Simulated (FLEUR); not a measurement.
# Ge under changes of volume

One of the cells (22.639 Å³/atom); the others are scaled copies at fixed shape and fractional positions:

```
CELL_PARAMETERS angstrom
0.00000 2.82891 2.82891
2.82891 0.00000 2.82891
2.82891 2.82891 0.00000
ATOMIC_POSITIONS crystal
Ge 0.75000 0.75000 0.75000
Ge 0.50000 0.50000 0.50000
```

* Program: FLEUR MaX-R8.1 (later development tree)
* Functional: SCAN
* Potentials or basis: all-electron
* Basis: FLAPW
* Kmax: 4.71 1/bohr
* k mesh: 8 × 8 × 8
* Occupations: fermi-dirac, width 0.05 eV
* Spin: no spin polarisation

```tsv
volume (Å³/atom)	energy over the lowest point (meV/atom)	gap on the mesh (eV)
21.281	24.35	0.53
21.733	11.21	0.46
22.639	0.00	0.19
23.545	?	?
23.997	12.77	none
```

Q: What does the run at 23.545 Å³/atom give?

A: Energy over the lowest point 5.08 meV/atom; gap on the mesh none.

Worked out: A Birch-Murnaghan fit of order 2 (a polynomial in V^(-2/3)) to the other rows has its minimum at 22.78 Å³/atom with B0 = V·E''(V) = 71 GPa. It gives 5.02 meV/atom at 23.545 Å³/atom, against the run's 5.08.

Energies are extrapolated to zero smearing.

Caveats: the meta-GGA is that of a development version, with a GGA for the radial functions and cores and without core tails.

A mesh can miss the band edges. Spin-orbit coupling on Ge is left out.

A gap of «none» marks a metal or a gap under the smearing width.
